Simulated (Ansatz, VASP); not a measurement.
**One calculation of MnS, two programs**

```
Mn S
1.0
     0.00000    2.55938    2.55938
     2.55938    0.00000    2.55938
     2.55938    2.55938    0.00000
Mn S
1 1
Cartesian
  0.0000 0.0000 0.0000
  2.5594 2.5594 2.5594
```

Change from the starting cell: volume scaled by 0.9405.

Alike in both runs: task single point; functional PBE; k mesh 12 × 12 × 12; occupations fermi-dirac, width 0.05 eV; collinear spin.

```csv
,VASP,Ansatz
version,VASP 6.6.1,Ansatz 0.2.0
potentials or method,"VASP PAW PBE potentials, release 64 (Mn_pv, S), cutoff 520 eV","all-electron LAPW, scalar-relativistic"
```

|  | VASP | Ansatz | Ansatz less VASP |
| --- | --- | --- | --- |
| pressure (GPa) | -0.8 | -0.8 | +0.02 |
| net moment per atom (μB) | 2.26 | 2.26 | 0.000 |
| size of the moment on the site where the two differ most (μB) | 4.12 | 4.28 | +0.155 |

Site moments also hang on the region over which each program counts them. Ansatz ran all-electron here, so the differences hold the error of VASP's frozen core and of both bases.

Caveats: a cell with one magnetic atom can't hold antiferromagnetic order, which such compounds often take.
